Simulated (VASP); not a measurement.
# ZnS (Wurtzite-2H) (P6_3mc) in VASP: notebook

One crystal, ZnS (Wurtzite-2H), is run at these levels: revPBE+D3, revPBE+D3(BJ), revPBE+D4; tasks: relaxation of cell and atoms.

All numbers are computed with VASP 6.6.1; they aren't measurements. Logs are shortened: lines on timing, memory, paths and dates and some standing lists are left out, and cuts for length are marked.

## 1. Starting point

The structure is hexagonal, space group P6_3mc (No. 186). The conventional cell has a = 3.811 Å, b = 3.811 Å, c = 6.234 Å, α = 90.00°, β = 90.00°, γ = 120.00°. Around Zn (site symmetry 3m) lie 4 S at 2.31 to 2.40 Å. S (site symmetry 3m) has 4 Zn at 2.31 to 2.40 Å as nearest neighbours.

## 2. Relaxation of cell and atoms, revPBE+D3

Input file INCAR:

```
SYSTEM = ZnS
ALGO = Normal ; EDIFF = 1E-6
EDIFFG = -0.01 ; ENCUT = 600
GGA = RE ; IBRION = 2
ISIF = 3 ; ISMEAR = -1
IVDW = 11 ; LASPH = .True.
LCHARG = .False. ; LREAL = .False.
LWAVE = .False. ; NELM = 60
NSW = 60 ; PREC = Accurate
SIGMA = 0.05
```

Input file KPOINTS:

```
k-points
0
Gamma
  8 8 5
  0 0 0
```

Input file POSCAR:

```
ZnS
1.0
    3.8110000000      0.0000000000      0.0000000000
   -1.9055000000      3.3004228138      0.0000000000
    0.0000000000      0.0000000000      6.2340000000
Zn S
2 2
Direct
    0.6666666667      0.3333333333      0.5000000000
    0.3333333333      0.6666666667      0.0000000000
    0.6666666667      0.3333333333      0.8850000000
    0.3333333333      0.6666666667      0.3850000000
```

Potentials or basis: VASP PAW PBE potentials, release 64 (Zn, S).

Launch:

```sh
> cat potpaw_PBE.64/Zn/POTCAR potpaw_PBE.64/S/POTCAR > POTCAR
> mpirun -np 1 vasp_std > vasp.out
```

OUTCAR:

```text
SYSTEM = ZnS
   EDIFF = 1E-6
   EDIFFG = -0.01
   ENCUT = 600
   GGA = RE
   IBRION = 2
   ISIF = 3
   ISMEAR = -1
   IVDW = 11
   LASPH = .True.
   LREAL = .False.
   NELM = 60
   NSW = 60
   PREC = Accurate
 IVDW          = 11

 ion  position               nearest neighbor table
   1  0.667  0.333  0.500-   4 2.31   4 2.31   4 2.31   3 2.40
   2  0.333  0.667  0.000-   3 2.31   3 2.31   3 2.31   4 2.40
   3  0.667  0.333  0.885-   2 2.31   2 2.31   2 2.31   1 2.40
   4  0.333  0.667  0.385-   1 2.31   1 2.31   1 2.31   2 2.40

  LATTYP: Found a hexagonal cell.
 ALAT       =     3.8110000000
 C/A-ratio  =     1.6357911309

  Lattice vectors:

 A1 = (   3.8110000000,   0.0000000000,   0.0000000000)
 A2 = (  -1.9055000000,   3.3004228138,   0.0000000000)
 A3 = (   0.0000000000,   0.0000000000,   6.2340000000)

Analysis of symmetry for initial positions (statically):
=====================================================================
 Subroutine PRICEL returns:
 Original cell was already a primitive cell.

 Routine SETGRP: Setting up the symmetry group for a
 hexagonal supercell.

 Subroutine GETGRP returns: Found 12 space group operations
 (whereof  6 operations were pure point group operations)
 out of a pool of 24 trial point group operations.

The static configuration has the point symmetry C_3v.
 The point group associated with its full space group is C_6v.

Analysis of symmetry for dynamics (positions and initial velocities):
=====================================================================
 Subroutine PRICEL returns:
 Original cell was already a primitive cell.

 Routine SETGRP: Setting up the symmetry group for a
 hexagonal supercell.

 Subroutine GETGRP returns: Found 12 space group operations
 (whereof  6 operations were pure point group operations)
 out of a pool of 24 trial point group operations.

The dynamic configuration has the point symmetry C_3v.
 The point group associated with its full space group is C_6v.

 Subroutine INISYM returns: Found 12 space group operations
 (whereof  6 operations are pure point group operations),
 and found     1 'primitive' translations

----------------------------------------------------------------------------------------

                                     Primitive cell

  volume of cell :      78.4107

  direct lattice vectors                    reciprocal lattice vectors
     3.811000000  0.000000000  0.000000000     0.262398321  0.151495741  0.000000000
    -1.905500000  3.300422814  0.000000000     0.000000000  0.302991482  0.000000000
     0.000000000  0.000000000  6.234000000     0.000000000  0.000000000  0.160410651

  length of vectors
     3.811000000  3.811000000  6.234000000     0.302991482  0.302991482  0.160410651

  position of ions in fractional coordinates (direct lattice)
     0.666666667  0.333333333  0.500000000
     0.333333333  0.666666667  0.000000000
     0.666666667  0.333333333  0.885000000
     0.333333333  0.666666667  0.385000000

  ion indices of the primitive-cell ions
   primitive index   ion index
                 1           1
                 2           2
                 3           3
                 4           4

----------------------------------------------------------------------------------------

 KPOINTS: k-points

Automatic generation of k-mesh.
 Grid dimensions read from file:
 generate k-points for:    8    8    5

 Generating k-lattice:

  Cartesian coordinates                     Fractional coordinates (reciprocal lattice)
     0.032799790  0.018936968  0.000000000     0.125000000  0.000000000  0.000000000
     0.000000000  0.037873935  0.000000000     0.000000000  0.125000000  0.000000000
     0.000000000  0.000000000  0.032082130     0.000000000  0.000000000  0.200000000

  Length of vectors
     0.037873935  0.037873935  0.032082130

  Shift w.r.t. Gamma in fractional coordinates (k-lattice)
     0.000000000  0.000000000  0.000000000

 Subroutine IBZKPT returns following result:
 ===========================================

 Found     30 irreducible k-points:

 Following reciprocal coordinates:
            Coordinates               Weight
  0.000000  0.000000  0.000000      1.000000
  0.125000  0.000000  0.000000      6.000000
  0.250000  0.000000  0.000000      6.000000
  0.375000  0.000000  0.000000      6.000000
  0.500000  0.000000  0.000000      3.000000
  0.125000  0.125000  0.000000      6.000000
[... 16 lines left out ...]
  0.250000  0.000000  0.400000     12.000000
  0.375000  0.000000  0.400000     12.000000
 [... further k-points ...]
   k-points           NKPTS =     30   k-points in BZ     NKDIM =     30   number of bands    NBANDS=     22
   number of dos      NEDOS =    301   number of ions     NIONS =      4
   total plane-waves  NPLWV =  45000
   dimension x,y,z NGX =    30 NGY =   30 NGZ =   50
   dimension x,y,z NGXF=    60 NGYF=   60 NGZF=  100
   ions per type =               2   2
   NGX,Y,Z   is equivalent  to a cutoff of  13.09, 13.09, 13.33 a.u.
   NGXF,Y,Z  is equivalent  to a cutoff of  26.17, 26.17, 26.67 a.u.
 SYSTEM =  ZnS
   PREC   = accura    normal or accurate (medium, high low for compatibility)
   ISTART =      0    job   : 0-new  1-cont  2-samecut
   ICHARG =      2    charge: 1-file 2-atom 10-const
   ISPIN  =      1    spin polarized calculation?
   LNONCOLLINEAR =      F non collinear calculations
   LSORBIT =      F    spin-orbit coupling
   LASPH  =      T    aspherical Exc in radial PAW
   ENCUT  =  600.0 eV  44.10 Ry    6.64 a.u.   7.61  7.61 12.45*2*pi/ulx,y,z
   NELM   =     60;   NELMIN=  2; NELMDL= -5     # of ELM steps
   EDIFF  = 0.1E-05   stopping-criterion for ELM
   LREAL  =      F    real-space projection
   EDIFFG = -.1E-01   stopping-criterion for IOM
   NSW    =     60    number of steps for IOM
   IBRION =      2    ionic relax: 0-MD 1-quasi-New 2-CG
   NFREE  =      1    steps in history (QN), initial steepest desc. (CG)
   ISIF   =      3    stress and relaxation
   ISYM   =      2    0-nonsym 1-usesym 2-fastsym
   POTIM  = 0.5000    time-step for ionic-motion
   TEBEG  =    0.0;   TEEND  =   0.0 temperature during run
   PSTRESS=    0.0 pullay stress
   NELECT =      36.0000    total number of electrons
   NUPDOWN=      -1.0000    fix difference up-down
   EMIN   =  10.00;   EMAX   =-10.00  energy-range for DOS
   EFERMI =   0.00;   METHOD = LEGACY
   ISMEAR =    -1;   SIGMA  =   0.05  broadening in eV -4-tet -1-fermi 0-gaus
   EFERMI_NEDOS =   21; number of points for ismear=-14 and -15
   IALGO  =     38    algorithm
   IMIX   =      4    mixing-type and parameters
     AMIX     =   0.40;   BMIX     =  1.00
     AMIX_MAG =   1.60;   BMIX_MAG =  1.00
  volume/ion in A,a.u.               =      19.60       132.29
  Fermi-wavevector in a.u.,A,eV,Ry     =   1.262943  2.386617 21.701647  1.595026
  Thomas-Fermi vector in A             =   2.396326
   LORBIT       =      0    0 simple, 1 ext, 2 COOP (PROOUT), +10 PAW based schemes
   GGA     = RE    functional components
   LHFCALC =     F    Hartree Fock is set to
   AEXX    =    0.0000 exact exchange contribution
   IVDW    =    11    specifies the selected vdW correction
   LEPSILON=     F    determine dielectric tensor
   LRPA    =     F    only Hartree local field effects (RPA)
 conjugate gradient relaxation of ions
 non-spin polarized calculation
  energy-cutoff  :      600.00
  volume of cell :       78.41
 maximum number of plane-waves:      2643
   NGX = 15   NGY = 15   NGZ = 25

--------------------------------------- Ionic step        1  -------------------------------------------

 number of electron      36.0000045 magnetization

 Free energy of the ion-electron system (eV)
  ---------------------------------------------------
  ext. energy  EPLUGINS =         0.00000000
  ---------------------------------------------------
  free energy    TOTEN  =       -12.47918045 eV

  energy without entropy =      -12.47918045  energy(sigma->0) =      -12.47918045

------------------------ aborting loop because EDIFF is reached ----------------------------------------

 Edisp (eV)   -1.95092

 E8    (eV) :    -0.8896

  FORCE on cell =-STRESS in cart. coord.  units (eV):
  Direction    XX          YY          ZZ          XY          YZ          ZX
  --------------------------------------------------------------------------------------
  -------------------------------------------------------------------------------------
  Total      -0.18839    -0.18839    -1.32668     0.00000     0.00000     0.00000
  in kB      -3.84949    -3.84949   -27.10827     0.00000     0.00000     0.00000
  external pressure =      -11.60 kB  Pullay stress =        0.00 kB
[... 233 lines left out ...]
  energy  without entropy=      -14.4562761073  energy(sigma->0) =      -14.45627611

--------------------------------------- Ionic step        7  -------------------------------------------

 number of electron      35.9999996 magnetization

 Free energy of the ion-electron system (eV)
  ---------------------------------------------------
  ext. energy  EPLUGINS =         0.00000000
  ---------------------------------------------------
  free energy    TOTEN  =       -12.46056147 eV

  energy without entropy =      -12.46056147  energy(sigma->0) =      -12.46056147

 E-fermi :   3.4162     XC(G=0):  -9.5756

 val. band max:        2.4277123011   @ k =   0.0000   0.0000   0.0000
 cond. band min:       4.8427112071   @ k =   0.0000   0.0000   0.0000
 fundamental gap:      2.4149989060
 Fermi energy:         3.4162354981

 k-point     1 :       0.0000    0.0000    0.0000
  band No.  band energies     occupation
      1     -10.8923      2.00000
      2      -9.9246      2.00000
      3      -3.9799      2.00000
      4      -3.9638      2.00000
      5      -3.9638      2.00000
      6      -3.8770      2.00000
[... 574 lines left out ...]
      6      -3.7481      2.00000
[... 14 lines left out ...]
     21       7.8071      0.00000
     22       8.2778      0.00000

 [... further k-points ...]

------------------------ aborting loop because EDIFF is reached ----------------------------------------

 Edisp (eV)   -1.99590

 E8    (eV) :    -0.9101

  FORCE on cell =-STRESS in cart. coord.  units (eV):
  Direction    XX          YY          ZZ          XY          YZ          ZX
  --------------------------------------------------------------------------------------
  -------------------------------------------------------------------------------------
  Total      -0.01928    -0.01928    -0.01742     0.00000    -0.00000     0.00000
  in kB      -0.40075    -0.40075    -0.36206     0.00000    -0.00000     0.00000
  external pressure =       -0.39 kB  Pullay stress =        0.00 kB
[... 19 lines left out ...]
  FREE ENERGIE OF THE ION-ELECTRON SYSTEM (eV)
  ---------------------------------------------------
  free  energy   TOTEN  =       -14.4564566685 eV

  energy  without entropy=      -14.4564566684  energy(sigma->0) =      -14.45645667

 reached required accuracy - stopping structural energy minimisation
```

It took 2.8 min on 1 thread of Intel Xeon 6975P-C (Granite Rapids), shared host; peak memory 0.24 GiB.

Results:

| Quantity | Value |
| --- | --- |
| Free energy | -14.4565 eV |
| Relaxed volume | 19.27 Å³/atom |
| Relaxed cell | a = 3.787 Å, b = 3.787 Å, c = 6.208 Å, α = 90.00°, β = 90.00°, γ = 120.00° |
| Space group after relaxing (to 0.05 Å) | P6_3mc (No. 186) |
| Energy gained by relaxing | 6.6 meV/atom |
| Ionic steps | 7 |
| Pressure after relaxing | 0.0 GPa |
| Largest force after relaxing | 0.003 eV/Å |
| Band gap on the k mesh | 2.41 eV, direct |
| Dispersion energy per atom | -0.499 eV |

Forces on the atoms (eV/Å):
```
Zn   0.000  0.000 -0.003
Zn   0.000  0.000 -0.003
S    0.000  0.000  0.003
S    0.000  0.000  0.003
```

Step by step:
| step | energy change (eV) | largest force (eV/Å) | pressure (GPa) | volume (Å³) |
| --- | --- | --- | --- | --- |
| 1 | 0.0000 | 0.3104 | -1.16 | 78.41 |
| 2 | -0.0203 | 0.0920 | 0.37 | 76.81 |
| 3 | -0.0204 | 0.1040 | 0.25 | 76.88 |
| 4 | -0.0234 | 0.0562 | 0.05 | 77.08 |
| 5 | -0.0252 | 0.0248 | -0.34 | 77.40 |
| 6 | -0.0262 | 0.0052 | 0.18 | 76.96 |
| 7 | -0.0264 | 0.0035 | -0.04 | 77.09 |

Final structure:
```xyz
4
Lattice="3.7865 0.0000 0.0000 -1.8933 3.2792 0.0000 0.0000 0.0000 6.2085" Properties=species:S:1:pos:R:3 pbc="T T T"
Zn    1.8933    1.0931    3.1378
Zn    0.0000    2.1862    0.0336
S     1.8933    1.0931    5.4609
S     0.0000    2.1862    2.3567
```

Levels at points of the mesh, in eV from the valence-band top:
```csv
k point,band 15,band 16,band 17,band 18,band 19,band 20,band 21,band 22
"(0.00, 0.00, 0.00)",-0.92,-0.08,0.00,0.00,2.41,3.22,6.34,6.34
"(0.50, 0.00, 0.00)",-3.34,-2.30,-1.72,-0.91,3.73,4.38,5.19,6.94
```

Caveat: the PAW data sets were made with another functional, which shifts forces and pressure a little. A hybrid or GW would open this gap; revPBE tends to underestimate it.

(Continued in part 2 of 2.)
